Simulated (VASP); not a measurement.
Runs of VASP 6.6.1 on Mg. Symmetry: I4/mmm, No. 139, tetragonal system. The conventional cell has a = 3.672 Å, b = 3.672 Å, c = 3.359 Å, α = 90.00°, β = 90.00°, γ = 90.00°. Mg (site symmetry 4/mmm) has 10 Mg at 3.09 to 3.36 Å as nearest neighbours. This isn't the form of Mg at room conditions, which is hcp.

```csv
level,potentials or basis,gap on the mesh (eV),pressure (GPa),relaxed volume (Å³/atom)
vdW-DF-cx,"VASP PAW PBE potentials, release 64 (Mg)",none,0.0,22.71
PBEsol,"VASP PAW PBE potentials, release 64 (Mg)",none,0.0,(a)
revPBE,"VASP PAW PBE potentials, release 64 (Mg)",none,0.0,(d)
r2SCAN,"VASP PAW PBE potentials, release 64 (Mg)",none,0.0,22.33
PBE,"VASP PAW PBE potentials, release 64 (Mg)",none,0.0,22.76
AM05,"VASP PAW PBE potentials, release 64 (Mg)",none,0.0,(c)
rev-vdW-DF2,"VASP PAW PBE potentials, release 64 (Mg)",none,0.0,(b)
BLYP,"VASP PAW PBE potentials, release 64 (Mg)",none,0.0,23.68
RPBE,"VASP PAW PBE potentials, release 64 (Mg)",none,0.0,23.46
LDA,"VASP PAW LDA potentials, release 64 (Mg)",none,0.0,21.33
PW91,"VASP PAW PBE potentials, release 64 (Mg)",none,0.0,22.73
SCAN,"VASP PAW PBE potentials, release 64 (Mg)",none,0.0,22.74
```

Alike in all rows: task relaxation of cell and atoms; no spin polarisation; cell relaxed; k mesh 11 × 11 × 11; cutoff (eV) 600; smearing fermi-dirac 0.05 eV.

Question: Fill in the values left out.

Answer: (a) 22.38; (b) 22.70; (c) 22.47; (d) 23.33.

Caveats: the PAW data sets were made with another functional, which shifts forces and pressure a little (some runs).

A gap of «none» marks a metal or a gap under the smearing width.
